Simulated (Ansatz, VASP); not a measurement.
# One calculation of TePb, two programs

The input INCAR:

```
PREC     = Accurate       # precision mode
ENCUT    = 520            # plane-wave cutoff, eV
EDIFF    = 1E-6           # SCF threshold, eV
ISMEAR   = -1             # smearing method
SIGMA    = 0.03           # smearing width, eV
LREAL    = False          # projectors in reciprocal space
LASPH    = True           # aspherical terms in the spheres
NELM     = 100            # most SCF steps
ALGO     = Normal         # electronic algorithm
ISIF     = 2              # what is computed and relaxed
LWAVE    = False          # write WAVECAR
LCHARG   = False          # write CHGCAR
GGA      = PE             # functional
NBANDS   = 17             # bands
```

Contents of KPOINTS:

```
regular mesh
0
Gamma
  5 5 5
```

POSCAR

```
TePb
1.0
    0.0000000000      3.2310000000      3.2310000000
    3.2310000000      0.0000000000      3.2310000000
    3.2310000000      3.2310000000      0.0000000000
Pb Te
1 1
Direct
    0.0000000000      0.0000000000      0.0000000000
    0.5000000000      0.5000000000      0.5000000000
```

The input input.yaml:

```yaml
crystal:
  lattice:
    - [0.0, 3.231, 3.231]
    - [3.231, 0.0, 3.231]
    - [3.231, 3.231, 0.0]
  atoms:
    - { symbol: Pb, position: [0.0, 0.0, 0.0] }
    - { symbol: Te, position: [0.5, 0.5, 0.5] }
kpoints:
  mp_grid: { grid: [5, 5, 5] }
scf:
  occupations: { method: fermi_dirac, width: 0.03 }
hamiltonian:
  xc: pbe
  pseudopotentials: { kind: all_electron, lapw: { basis_error: 0.003 } }
output:
  forces: true
  stress: true
  eigenvalues: true
```

Alike in both runs: task single point; functional PBE; k mesh 5 × 5 × 5; occupations fermi-dirac, width 0.03 eV; no spin polarisation.

|  | VASP | Ansatz |
| --- | --- | --- |
| version | VASP 6.6.1 | Ansatz 0.2.0 |
| potentials or method | VASP PAW PBE potentials, release 64 (Pb_d, Te) | all-electron LAPW, scalar-relativistic |
| plane-wave cutoff (eV) | 520 | see its input |

|  | VASP | Ansatz | Ansatz less VASP |
| --- | --- | --- | --- |
| gap on the k mesh at the Fermi level (eV) | 1.21 | 1.21 | -0.002 |
| least direct gap on the mesh (eV) | 1.23 | 1.22 | -0.003 |
| pressure (GPa) | 2.1 | 2.1 | +0.08 |

Ansatz ran all-electron here, so the differences hold the error of VASP's frozen core and of both bases.

Spin-orbit coupling is left out, which matters for the levels of Pb, Te.
